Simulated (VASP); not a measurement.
Crystal: Ti.

```xyz
2
Lattice="2.9500 0.0000 0.0000 -1.4750 2.5548 0.0000 0.0000 0.0000 4.6800" Properties=species:S:1:pos:R:3 pbc="T T T"
Ti    1.4750    0.8516    3.5100
Ti    0.0000    1.7032    1.1700
```

* Program: VASP 6.6.1
* Task: relaxation of cell and atoms
* Functional: PBE
* Dispersion: D3(BJ)
* Potentials or basis: VASP PAW PBE potentials, release 64 (Ti_sv)
* Cutoff: 600 eV
* k mesh: 8 × 8 × 6
* Occupations: fermi-dirac, width 0.05 eV
* Spin: no spin polarisation

At the start: pressure -7.4 GPa; volume 17.64 Å³/atom.

Q: How do energy, volume and symmetry change on relaxing?

A: Over 3 steps the energy falls by 28.7 meV/atom and the volume is 16.47 Å³/atom (-6.6 %); space group P6_3/mmc (No. 194, to 0.05 Å).

The path:
| step | energy change (eV) | largest force (eV/Å) | pressure (GPa) | volume (Å³) |
| --- | --- | --- | --- | --- |
| 1 | 0.0000 | 0.0000 | -7.38 | 35.27 |
| 2 | -0.0241 | 0.0000 | 6.72 | 31.29 |
| 3 | -0.0573 | 0.0000 | -0.04 | 32.93 |

Final structure:
```xyz
2
Lattice="2.8845 0.0000 0.0000 -1.4422 2.4980 0.0000 0.0000 0.0000 4.5702" Properties=species:S:1:pos:R:3 pbc="T T T"
Ti    1.4422    0.8327    3.4277
Ti    0.0000    1.6653    1.1426
```

Caveat: pairwise dispersion overbinds metals, which lowers pressure and volume.
